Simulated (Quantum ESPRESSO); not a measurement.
Input of a Quantum ESPRESSO 7.5 run:

pw.in

```
&CONTROL
  calculation = 'scf'
  prefix = 'pwscf'
  outdir = './tmp'
  pseudo_dir = './pseudo'
  tprnfor = .true.
  tstress = .true.
  disk_io = 'low'
/
&SYSTEM
  ibrav = 0
  A = 3.5182
  nat = 6
  ntyp = 2
  ecutwfc = 80
  nbnd = 60
  input_dft = 'vdw-df3-opt1'
  occupations = 'smearing'
  smearing = 'fd'
  degauss = 0.00367493
/
&ELECTRONS
  conv_thr = 1.2d-09
  electron_maxstep = 120
  mixing_beta = 0.5
/
ATOMIC_SPECIES
Te   127.6000 Te.upf
Mo    95.9500 Mo.upf
CELL_PARAMETERS alat
   1.0000000000    0.0000000000    0.0000000000
  -0.5000000000    0.8660254038    0.0000000000
   0.0000000000    0.0000000000    3.9718037633
ATOMIC_POSITIONS alat
Te     0.5000000000    0.2886751346    1.5053136263
Te     0.0000000000    0.5773502692    3.4912155079
Te     0.5000000000    0.2886751346    0.4805882554
Te     0.0000000000    0.5773502692    2.4664901370
Mo     0.5000000000    0.2886751346    2.9788528225
Mo     0.0000000000    0.5773502692    0.9929509408
K_POINTS automatic
9 9 2 0 0 0
```

bands.in

```
&CONTROL
  calculation = 'bands'
  prefix = 'pwscf'
  outdir = './tmp'
  pseudo_dir = './pseudo'
  disk_io = 'low'
  verbosity = 'high'
/
&SYSTEM
  ibrav = 0
  A = 3.5182
  nat = 6
  ntyp = 2
  ecutwfc = 80
  nbnd = 60
  input_dft = 'vdw-df3-opt1'
  occupations = 'smearing'
  smearing = 'fd'
  degauss = 0.00367493
/
&ELECTRONS
  conv_thr = 1d-08
  electron_maxstep = 120
  mixing_beta = 0.5
  diago_full_acc = .true.
/
ATOMIC_SPECIES
Te   127.6000 Te.upf
Mo    95.9500 Mo.upf
CELL_PARAMETERS alat
   1.0000000000    0.0000000000    0.0000000000
  -0.5000000000    0.8660254038    0.0000000000
   0.0000000000    0.0000000000    3.9718037633
ATOMIC_POSITIONS alat
Te     0.5000000000    0.2886751346    1.5053136263
Te     0.0000000000    0.5773502692    3.4912155079
Te     0.5000000000    0.2886751346    0.4805882554
Te     0.0000000000    0.5773502692    2.4664901370
Mo     0.5000000000    0.2886751346    2.9788528225
Mo     0.0000000000    0.5773502692    0.9929509408
K_POINTS crystal
60
 0.0000000000  0.0000000000  0.0000000000 1
 0.0555555556  0.0000000000  0.0000000000 1
 0.1111111111  0.0000000000  0.0000000000 1
 0.1666666667  0.0000000000  0.0000000000 1
 0.2222222222  0.0000000000  0.0000000000 1
 0.2777777778  0.0000000000  0.0000000000 1
 0.3333333333  0.0000000000  0.0000000000 1
 0.3888888889  0.0000000000  0.0000000000 1
 0.4444444444  0.0000000000  0.0000000000 1
 0.5000000000  0.0000000000  0.0000000000 1
 0.4666666667  0.0666666667  0.0000000000 1
 0.4333333333  0.1333333333  0.0000000000 1
 0.4000000000  0.2000000000  0.0000000000 1
 0.3666666667  0.2666666667  0.0000000000 1
 0.3333333333  0.3333333333  0.0000000000 1
 0.3030303030  0.3030303030  0.0000000000 1
 0.2727272727  0.2727272727  0.0000000000 1
 0.2424242424  0.2424242424  0.0000000000 1
 0.2121212121  0.2121212121  0.0000000000 1
 0.1818181818  0.1818181818  0.0000000000 1
 0.1515151515  0.1515151515  0.0000000000 1
 0.1212121212  0.1212121212  0.0000000000 1
 0.0909090909  0.0909090909  0.0000000000 1
 0.0606060606  0.0606060606  0.0000000000 1
 0.0303030303  0.0303030303  0.0000000000 1
 0.0000000000  0.0000000000  0.0000000000 1
 0.0000000000  0.0000000000  0.5000000000 1
 0.0500000000  0.0000000000  0.5000000000 1
 0.1000000000  0.0000000000  0.5000000000 1
 0.1500000000  0.0000000000  0.5000000000 1
 0.2000000000  0.0000000000  0.5000000000 1
 0.2500000000  0.0000000000  0.5000000000 1
 0.3000000000  0.0000000000  0.5000000000 1
 0.3500000000  0.0000000000  0.5000000000 1
 0.4000000000  0.0000000000  0.5000000000 1
 0.4500000000  0.0000000000  0.5000000000 1
 0.5000000000  0.0000000000  0.5000000000 1
 0.4666666667  0.0666666667  0.5000000000 1
 0.4333333333  0.1333333333  0.5000000000 1
 0.4000000000  0.2000000000  0.5000000000 1
 0.3666666667  0.2666666667  0.5000000000 1
 0.3333333333  0.3333333333  0.5000000000 1
 0.3076923077  0.3076923077  0.5000000000 1
 0.2820512821  0.2820512821  0.5000000000 1
 0.2564102564  0.2564102564  0.5000000000 1
 0.2307692308  0.2307692308  0.5000000000 1
 0.2051282051  0.2051282051  0.5000000000 1
 0.1794871795  0.1794871795  0.5000000000 1
 0.1538461538  0.1538461538  0.5000000000 1
 0.1282051282  0.1282051282  0.5000000000 1
 0.1025641026  0.1025641026  0.5000000000 1
 0.0769230769  0.0769230769  0.5000000000 1
 0.0512820513  0.0512820513  0.5000000000 1
 0.0256410256  0.0256410256  0.5000000000 1
 0.0000000000  0.0000000000  0.5000000000 1
 0.5000000000  0.0000000000  0.5000000000 1
 0.5000000000  0.0000000000  0.0000000000 1
 0.3333333333  0.3333333333  0.0000000000 1
 0.3333333333  0.3333333333  0.2500000000 1
 0.3333333333  0.3333333333  0.5000000000 1
```

Potentials or basis: PseudoDojo 0.4.1 SR PBE standard.

The run is started by

```console
$ OMP_NUM_THREADS=1 pw.x -in pw.in > pw.out
$ OMP_NUM_THREADS=1 pw.x -in bands.in > bands.out
```

What does it give for the pressure?

0.9 GPa.

What does it give for the band gap on the k mesh?

0.76 eV, indirect (least direct gap 1.04 eV).

Predict the band gap along the path.

0.71 eV, indirect (least direct gap 1.04 eV).

Stress tensor (GPa, compression positive):
```
0.81 0.00 0.00
0.00 0.81 0.00
0.00 0.00 1.14
```

Caveat: the potentials were made for another functional, which shifts forces and pressure; spin-orbit coupling is left out, which moves the levels of the heavy elements.

**The experiment to reproduce.**

“Broadband infrared study of pressure-tunable Fano resonance and metallization transition in 2H-MoTe2”, 2022, pmc:9569381 quotes, for a bulk crystal of Te2Mo at 300 K: band gap 0.88 ± 0.05 eV (indirect).

Measured gap of Te2Mo: 0.88 eV (indirect; 300 K; quoted in “Broadband infrared study of pressure-tunable Fano resonance and metallization transition in 2H-MoTe2”, 2022, pmc:9569381). This calculation gives 0.71 eV (-0.17 eV). Spin-orbit coupling on Mo, Te is left out. The value is that of vdW-DF3-opt1, without temperature or zero-point motion.
